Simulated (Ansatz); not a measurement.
# Cd in Ansatz: the effect of strain

The system is Cd.

```xyz
2
Lattice="2.9789 0.0000 0.0000 -1.4894 2.5798 0.0000 0.0000 0.0000 5.3929" Properties=species:S:1:pos:R:3 pbc="T T T"
Cd    1.4894    0.8599    4.0447
Cd    0.0000    1.7199    1.3482
```

Alike in all runs:

```yaml
Program: Ansatz 0.2.0
Task: band structure
Functional: PBE
Potentials_or_basis: Ansatz PAW
Cutoff: "420 eV (not typed: the program's choice for these potentials)"
k_mesh: 9 × 9 × 4
Occupations: fermi-dirac, width 0.05 eV
Spin: no spin polarisation
Kind_of_strain: uniaxial
Path: "[[\"G\", \"M\", \"K\", \"G\", \"A\", \"L\", \"H\", \"A\"], [\"L\", \"M\"], [\"K\", \"H\"]]"
Points_for_each_segment_of_the_path: 14
```

Problem. One run gave: pressure 5.4 GPa. Which strain did it use?
A. -0.04
B. -0.01
C. 0
D. 0.01
E. -0.02

Solution. A.

```csv
strain,pressure (GPa)
-0.04,5.4
-0.02,4.4
-0.01,3.9
0,3.4
0.01,2.9
0.02,2.3
0.04,1.4
```
